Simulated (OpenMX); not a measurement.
Pb in OpenMX: the effect of biaxial strain

The system is Pb.

```
CELL_PARAMETERS angstrom
0.00000 3.30144 3.43900
3.30144 0.00000 3.43900
3.30144 3.30144 0.00000
ATOMIC_POSITIONS crystal
Pb 0.25000 0.25000 0.25000
Pb 0.00000 0.00000 0.00000
```

This isn't the form of Pb at room conditions, which is fcc.

Alike in all runs:

| Item | Value |
| --- | --- |
| Program | OpenMX 3.8.5 |
| Task | single point |
| Functional | PBE |
| Potentials or basis | OpenMX 2013 PBE set, Pb8.0-s3p2d2f1, grid cutoff 500 Ry |
| k mesh | 5 × 5 × 5 |
| Occupations | fermi-dirac, width 0.05 eV |
| Spin | no spin polarisation |

| biaxial strain | pressure (GPa) |
| --- | --- |
| -4 % | ? |
| -2 % | 5.0 |
| 0 % | 3.3 |
| 2 % | 1.9 |
| 4 % | 0.8 |

What does the run with biaxial strain -4 % give?

Pressure 7.0 GPa.

Worked out: A parabola through the other rows of the pressure, of slope -1.07 GPa per % there, extrapolates to 7.0 GPa, against the run's 7.0.

Caveats: the basis of atomic orbitals isn't converged, which shifts pressures, moduli and gaps.
